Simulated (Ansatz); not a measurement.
**Relaxing Hg**

Method: DFT PBE, scalar-relativistic, plane waves, PAW in Ansatz. Cutoff 420 eV, Γ-centred k mesh, Gaussian smearing, no spin polarisation in the final step.

This is the end of a relaxation of cell and atoms.

```
Hg
1.0
     1.79488    1.03628    8.42325
    -1.79488    1.03628    8.42325
     0.00000   -2.07255    8.42325
Hg
3
Direct
  0.00000 0.00000 0.00000
  0.22122 0.22122 0.22122
  0.77878 0.77878 0.77878
```

**Question.** What space group does it have?

**Answer.** R-3m (No. 166). Conventional cell: a = 3.590 Å, c = 25.270 Å. Hg on Wyckoff site a (1 atom of the primitive cell) is coordinated by 12 Hg at 3.51–3.59 Å; around Hg on Wyckoff site c (2 atoms of the primitive cell) lie 12 Hg at 3.45–3.59 Å.

**Question.** Is it a metal?

**Answer.** No, the gap on the 12×12×12 mesh is 0.31 eV.

The final run used a 12×12×12 mesh on its 3-atom cell and 0.02 eV smearing. Spin–orbit coupling is left out. The cell came from a trial start, so Hg may not exist in this structure.